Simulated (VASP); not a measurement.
# Pr (Fm-3m) in VASP: further runs, part 2 of 2

VASP 6.6.1. Earlier steps stand in the parts before.

## (3) Electron localisation function, TPSS, collinear spin, random start

Contents of INCAR:

```
SYSTEM = Pr
ALGO = Normal
EDIFF = 1E-7
ENCUT = 520
ISIF = 2
ISMEAR = -1
ISPIN = 2
LASPH = .TRUE.
LCHARG = .TRUE.
LELF = .TRUE.
LMAXMIX = 6
LMIXTAU = .TRUE.
LORBIT = 11
LREAL = .FALSE.
LWAVE = .FALSE.
MAGMOM = 0.47
METAGGA = TPSS
NELM = 120
PREC = Accurate
SIGMA = 0.1
```

Contents of KPOINTS:

```
k-points
0
G
  9 9 9
  0 0 0
```

Contents of POSCAR:

```
Pr
1.0
    0.0000000000      2.5805000000      2.5805000000
    2.5805000000      0.0000000000      2.5805000000
    2.5805000000      2.5805000000      0.0000000000
Pr
1
Direct
    0.0000000000      0.0000000000      0.0000000000
```

Potentials or basis: VASP PAW PBE potentials, release 64 (Pr_3), 4f in core.

On the command line:

```console
> cat potpaw_PBE.64/Pr_3/POTCAR > POTCAR
> mpirun -np 1 vasp_std > vasp.out
```

OUTCAR:

```text
SYSTEM = Pr
   EDIFF = 1E-7
   ENCUT = 520
   ISIF = 2
   ISMEAR = -1
   ISPIN = 2
   LASPH = .TRUE.
   LORBIT = 11
   LREAL = .FALSE.
   METAGGA = TPSS
   NELM = 120
   PREC = Accurate

 ion  position               nearest neighbor table
   1  0.000  0.000  0.000-

  LATTYP: Found a face centered cubic cell.
 ALAT       =     5.1610000000

  Lattice vectors:

 A1 = (   0.0000000000,   2.5805000000,   2.5805000000)
 A2 = (   2.5805000000,   0.0000000000,   2.5805000000)
 A3 = (   2.5805000000,   2.5805000000,   0.0000000000)

Analysis of symmetry for initial positions (statically):
=====================================================================
 Subroutine PRICEL returns:
 Original cell was already a primitive cell.

 Routine SETGRP: Setting up the symmetry group for a
 face centered cubic supercell.

 Subroutine GETGRP returns: Found 48 space group operations
 (whereof 48 operations were pure point group operations)
 out of a pool of 48 trial point group operations.

The static configuration has the point symmetry O_h .

Analysis of symmetry for dynamics (positions and initial velocities):
=====================================================================
 Subroutine PRICEL returns:
 Original cell was already a primitive cell.

 Routine SETGRP: Setting up the symmetry group for a
 face centered cubic supercell.

 Subroutine GETGRP returns: Found 48 space group operations
 (whereof 48 operations were pure point group operations)
 out of a pool of 48 trial point group operations.

The dynamic configuration has the point symmetry O_h .

Analysis of structural, dynamic, and magnetic symmetry:
=====================================================================
 Subroutine PRICEL returns:
 Original cell was already a primitive cell.

 Routine SETGRP: Setting up the symmetry group for a
 face centered cubic supercell.

 Subroutine GETGRP returns: Found 48 space group operations
 (whereof 48 operations were pure point group operations)
 out of a pool of 48 trial point group operations.

The overall configuration has the point symmetry O_h .

 Subroutine INISYM returns: Found 48 space group operations
 (whereof 48 operations are pure point group operations),
 and found     1 'primitive' translations

----------------------------------------------------------------------------------------

                                     Primitive cell

  volume of cell :      34.3670

  direct lattice vectors                    reciprocal lattice vectors
     0.000000000  2.580500000  2.580500000    -0.193760899  0.193760899  0.193760899
     2.580500000  0.000000000  2.580500000     0.193760899 -0.193760899  0.193760899
     2.580500000  2.580500000  0.000000000     0.193760899  0.193760899 -0.193760899

  length of vectors
     3.649378098  3.649378098  3.649378098     0.335603722  0.335603722  0.335603722

  position of ions in fractional coordinates (direct lattice)
     0.000000000  0.000000000  0.000000000

  ion indices of the primitive-cell ions
   primitive index   ion index
                 1           1

----------------------------------------------------------------------------------------
[... 116 lines left out ...]
  free energy    TOTEN  =       -11.36890578 eV

  energy without entropy =      -11.31626661  energy(sigma->0) =      -11.34258620

 E-fermi :   3.7943     XC(G=0):  -9.9405

 val. band max:        3.7491732924   @ k =  -0.4444   0.2222   0.0000
 cond. band min:       3.8246791609   @ k =   0.3333   0.2222   0.1111
 fundamental gap:      0.0755058686
 Fermi energy:         3.7942809621

 spin component 1

 k-point     1 :       0.0000    0.0000    0.0000
  band No.  band energies     occupation
      1     -32.8059      1.00000
      2     -14.0583      1.00000
      3     -14.0583      1.00000
      4     -14.0583      1.00000
      5       0.1022      1.00000
      6       5.2579      0.00000
      7       5.2579      0.00000
      8       5.2579      0.00000
      9       7.7494      0.00000
[... 265 lines left out ...]
 k-point    24 :       0.4444    0.4444    0.0000
  band No.  band energies     occupation
      1     -32.5928      1.00000
      2     -15.2033      1.00000
      3     -14.4948      1.00000
      4     -14.4948      1.00000
      5       1.6927      1.00000
      6       2.3446      1.00000
      7       7.4168      0.00000
      8       9.6591      0.00000
      9       9.7899      0.00000

 [... further k-points ...]

 spin component 2

 k-point     1 :       0.0000    0.0000    0.0000
  band No.  band energies     occupation
      1     -32.8059      1.00000
      2     -14.0582      1.00000
      3     -14.0582      1.00000
      4     -14.0582      1.00000
      5       0.1023      1.00000
      6       5.2580      0.00000
      7       5.2580      0.00000
      8       5.2580      0.00000
      9       7.7494      0.00000
[... 265 lines left out ...]
 k-point    24 :       0.4444    0.4444    0.0000
  band No.  band energies     occupation
      1     -32.5928      1.00000
      2     -15.2032      1.00000
      3     -14.4948      1.00000
      4     -14.4948      1.00000
      5       1.6928      1.00000
      6       2.3447      1.00000
      7       7.4169      0.00000
      8       9.6593      0.00000
      9       9.7900      0.00000

 [... further k-points ...]

------------------------ aborting loop because EDIFF is reached ----------------------------------------

 total charge

# of ion       s       p       d       tot
------------------------------------------
    1        2.132   5.705   0.974   8.812

 magnetization (x)

# of ion       s       p       d       tot
------------------------------------------
    1       -0.000   0.000   0.000   0.000

  FORCE on cell =-STRESS in cart. coord.  units (eV):
  Direction    XX          YY          ZZ          XY          YZ          ZX
  --------------------------------------------------------------------------------------
  -------------------------------------------------------------------------------------
  Total        0.2381099      0.2381099      0.2381099      0.0000000      0.0000000     -0.0000000
  in kB       11.1005981     11.1005981     11.1005981      0.0000000      0.0000000     -0.0000000
  external PRESSURE =      11.1005981 kB  Pullay stress =       0.0000000 kB

 VOLUME and BASIS-vectors are now :
 -----------------------------------------------------------------------------
  energy-cutoff  :      520.00
  volume of cell :       34.37
      direct lattice vectors                 reciprocal lattice vectors
     0.000000000  2.580500000  2.580500000    -0.193760899  0.193760899  0.193760899
     2.580500000  0.000000000  2.580500000     0.193760899 -0.193760899  0.193760899
     2.580500000  2.580500000  0.000000000     0.193760899  0.193760899 -0.193760899

  length of vectors
     3.649378098  3.649378098  3.649378098     0.335603722  0.335603722  0.335603722

 FORCES acting on ions
    electron-ion (+dipol)            ewald-force                    non-local-force                 convergence-correction
 -----------------------------------------------------------------------------------------------
   -.301E-14 0.493E-14 0.120E-14   -.711E-15 0.403E-15 -.172E-14   0.000E+00 0.000E+00 0.000E+00   -.737E-14 -.217E-13 -.585E-14
 -----------------------------------------------------------------------------------------------
   -.311E-14 0.500E-14 0.117E-14   -.711E-15 0.403E-15 -.172E-14   0.000E+00 0.000E+00 0.000E+00   -.737E-14 -.217E-13 -.585E-14

 POSITION                                       TOTAL-FORCE (eV/Angst)
 -----------------------------------------------------------------------------------
      0.00000      0.00000      0.00000         0.000000      0.000000      0.000000
 -----------------------------------------------------------------------------------
    total drift:                               -0.000000     -0.000000     -0.000000

--------------------------------------------------------------------------------------------------------

  FREE ENERGIE OF THE ION-ELECTRON SYSTEM (eV)
  ---------------------------------------------------
  free  energy   TOTEN  =       -11.3689057832 eV

  energy  without entropy=      -11.3162666139  energy(sigma->0) =      -11.34258620

--------------------------------------------------------------------------------------------------------

--------------------------------------------------------------------------------------------------------

 total charge

# of ion       s       p       d       tot
------------------------------------------
    1        2.132   5.705   0.974   8.812

 magnetization (x)

# of ion       s       p       d       tot
------------------------------------------
    1       -0.000   0.000   0.000   0.000

=======================================================================
```

OSZICAR:

```text
N       E                     dE             d eps       ncg     rms          rms(c)
DAV:   1     0.933784799129E+02    0.93378E+02   -0.65534E+03  1268   0.139E+03
DAV:   2     0.120669575801E+01   -0.92172E+02   -0.90657E+02  1552   0.308E+02
DAV:   3    -0.243974332421E+01   -0.36464E+01   -0.35304E+01  1817   0.653E+01
DAV:   4    -0.264047725496E+01   -0.20073E+00   -0.19963E+00  1984   0.138E+01
DAV:   5    -0.264658307288E+01   -0.61058E-02   -0.61028E-02  1976   0.206E+00    0.500E+00
DAV:   6    -0.112495208550E+02   -0.86029E+01   -0.10824E+01  1358   0.362E+01    0.243E+00
DAV:   7    -0.114126871255E+02   -0.16317E+00   -0.11046E+00  1325   0.152E+01    0.804E-01
DAV:   8    -0.113498482128E+02    0.62839E-01   -0.71630E-01  1431   0.114E+01    0.589E-01
DAV:   9    -0.113682917831E+02   -0.18444E-01   -0.48031E-02  1757   0.161E+00    0.398E-01
DAV:  10    -0.113684106947E+02   -0.11891E-03   -0.47742E-04  1652   0.151E-01    0.359E-01
DAV:  11    -0.113660071211E+02    0.24036E-02   -0.53492E-03  1452   0.677E-01    0.165E-01
DAV:  12    -0.113688575982E+02   -0.28505E-02   -0.12325E-03  1701   0.252E-01    0.130E-01
DAV:  13    -0.113689131712E+02   -0.55573E-04   -0.11756E-04  1415   0.125E-01    0.602E-02
DAV:  14    -0.113689031350E+02    0.10036E-04   -0.45337E-05  1810   0.502E-02    0.283E-02
DAV:  15    -0.113689045057E+02   -0.13707E-05   -0.91264E-06  1418   0.308E-02    0.976E-03
DAV:  16    -0.113689053358E+02   -0.83007E-06   -0.67350E-06  1828   0.172E-02    0.276E-03
DAV:  17    -0.113689057831E+02   -0.44734E-06   -0.61016E-07  1568   0.609E-03    0.784E-04
DAV:  18    -0.113689057832E+02   -0.14074E-09   -0.30857E-08   700   0.175E-03
   1 F= -.11368906E+02 E0= -.11342586E+02  d E =-.526392E-01  mag=    -0.0000
```

stdout:

```text
POSCAR found type information on POSCAR Pr
 POSCAR found :  1 types and       1 ions
 scaLAPACK will be used
 -----------------------------------------------------------------------------
|                                                                             |
|                                                                             |
|     You enforced a specific xc type in the INCAR file but a different       |
|     I HOPE YOU KNOW WHAT YOU ARE DOING!                                     |
|                                                                             |
 -----------------------------------------------------------------------------

 LDA part: xc-table for (None), standard interpolation
 POSCAR, INCAR and KPOINTS ok, starting setup
 FFT: planning ... GRIDC
 FFT: planning ... GRID_SOFT
 FFT: planning ... GRID
 WAVECAR not read
 entering main loop
```

Wall time 73 s (1 thread of Intel Xeon Platinum 8559C (Emerald Rapids), shared host); peak memory 0.19 GiB.

Results:

| Quantity | Value |
| --- | --- |
| Free energy | -11.3689 eV |
| Pressure | 1.1 GPa |
| Band gap on the k mesh | none (metal or under the smearing width) |
| Net moment | 0.00 μB per cell |
| Valence electrons inside the program's atomic spheres | Pr 8.81 |

Caveat: the magnetic or orbital state may not be the lowest; the PAW data sets were made with another functional, which shifts forces and pressure a little; spin-orbit coupling is left out, which moves the levels of the heavy elements; the 4f electrons are frozen in the core as for a trivalent ion, so they carry no moment and show no levels. The state reached can hang on the start; a lower one may exist.

## (4) Single point, PBE, collinear spin, ferromagnetic start

Contents of INCAR:

```
  ALGO = Normal
  EDIFF = 1E-6
  ENCUT = 520
  GGA = PE
  ISIF = 2
  ISMEAR = 0
  ISPIN = 2
  LASPH = True
  LCHARG = True
  LELF = True
  LMAXMIX = 6
  LORBIT = 11
  LREAL = False
  LVHAR = True
  LWAVE = False
  MAGMOM = 2
  NELM = 150
  PREC = Accurate
  SIGMA = 0.02
```

Contents of KPOINTS:

```
k-points
0
Gamma
  9 9 9
```

Changes to POSCAR since step 3:

```diff
@@ -7,3 +7,3 @@
 1
-Direct
+Cartesian
     0.0000000000      0.0000000000      0.0000000000
```

Potentials or basis: VASP PAW PBE potentials, release 64 (Pr).

On the command line:

```console
> cat potpaw_PBE.64/Pr/POTCAR > POTCAR
> mpirun -np 1 vasp_std > vasp.out
```

Wall time 58 s (1 thread of Intel Xeon Platinum 8488C (Sapphire Rapids), shared host); peak memory 0.19 GiB.

It converged, with:

* Free energy: -5.4420 eV
* Pressure: -0.7 GPa
* Band gap on the k mesh: none (metal or under the smearing width)
* Net moment: 2.68 μB per cell
* Site moments: Pr +2.19 μB
* Valence electrons inside the program's atomic spheres: Pr 10.02

Levels at points of the mesh, in eV from the Fermi level:
Spin up:
| k point | band 5 | band 6 | band 7 | band 8 | band 9 | band 10 | band 11 |
| --- | --- | --- | --- | --- | --- | --- | --- |
| (0.00, 0.00, 0.00) | -3.86 | -0.72 | -0.17 | -0.17 | -0.17 | 0.78 | 0.78 |
Spin down:
| k point | band 3 | band 4 | band 5 | band 6 | band 7 | band 8 |
| --- | --- | --- | --- | --- | --- | --- |
| (0.00, 0.00, 0.00) | -16.60 | -16.60 | -3.23 | 1.52 | 1.62 | 1.62 |

Caveat: the magnetic or orbital state may not be the lowest; spin-orbit coupling is left out, which moves the levels of the heavy elements. The state reached can hang on the start; a lower one may exist.

## (5) The reference run

An earlier run on the cell as given: functional PBE; potentials or basis VASP PAW PBE potentials, release 64 (Pr); cutoff 520 eV; k mesh 9 × 9 × 9; occupations fermi-dirac, width 0.05 eV; collinear spin, ferromagnetic start; starting moments [2.0] μB.

* Pressure: -0.6 GPa
* Band gap on the k mesh: none (metal or under the smearing width)
* Net moment: 2.67 μB per cell
* Site moments: Pr +2.18 μB
* Valence electrons inside the program's atomic spheres: Pr 10.02

## (6) Summary

```tsv
task	level	potentials or basis	spin	smearing	gap on the mesh (eV)	pressure (GPa)	moment (μB)
electron localisation function	TPSS	VASP PAW PBE potentials, release 64 (Pr_3), 4f in core	collinear, random start	fermi-dirac 0.1 eV	none	1.1	0.00
single point	PBE	VASP PAW PBE potentials, release 64 (Pr)	collinear, ferromagnetic start	gaussian 0.02 eV	none	-0.7	2.68
single point	PBE	VASP PAW PBE potentials, release 64 (Pr)	collinear, ferromagnetic start	fermi-dirac 0.05 eV	none	-0.6	2.67
```

Alike in all rows: cell as given; k mesh 9 × 9 × 9; cutoff (eV) 520.

Caveats: the magnetic or orbital state may not be the lowest; spin-orbit coupling is left out, which moves the levels of the heavy elements; the PAW data sets were made with another functional, which shifts forces and pressure a little (some runs); the 4f electrons are frozen in the core as for a trivalent ion, so they carry no moment and show no levels (some runs).

Total energies depend on the potentials used, so only differences within one code and one set of settings carry meaning.
